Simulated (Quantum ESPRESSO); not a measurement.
## PtSe2 (Sudovikovite): zone-centre phonons under several settings

```
Pt Se
1.0
     3.72400    0.00000    0.00000
    -1.86200    3.22508    0.00000
     0.00000    0.00000    5.06200
Pt Se
1 2
Cartesian
  0.0000 0.0000 0.0000
  1.8620 1.0750 3.7965
  0.0000 2.1501 1.2655
```

All runs used Quantum ESPRESSO 7.5; potentials PseudoDojo 0.4.1 SR LDA standard; k mesh 4 × 4 × 2, shifted; no spin polarisation; cutoff 1170 eV; occupations fermi-dirac, width 0.05 eV.

| level | geometry | volume (Å³/atom) | pressure (GPa) | lowest optical mode without the field (cm⁻¹) | highest optical mode without the field (cm⁻¹) |
| --- | --- | --- | --- | --- | --- |
| LDA | relaxed cell | 19.41 | 0.0 | 175 | 211 |
| LDA | given cell, atoms relaxed | 20.27 | ? | ? | ? |

What stands in the row left open?

Pressure -1.3 GPa; lowest optical mode without the field 153 cm⁻¹; highest optical mode without the field 216 cm⁻¹.

Caveats: all runs use coarse meshes; the mesh is thin for the phonons of a metal; the layers were relaxed without a dispersion term, so their spacing and the soft interlayer modes are unreliable (some runs).

For the row left open. Caveat: the k mesh is coarse (spacing up to 0.62 Å⁻¹), so the values aren't converged; the mesh is thin for the phonons of a metal.
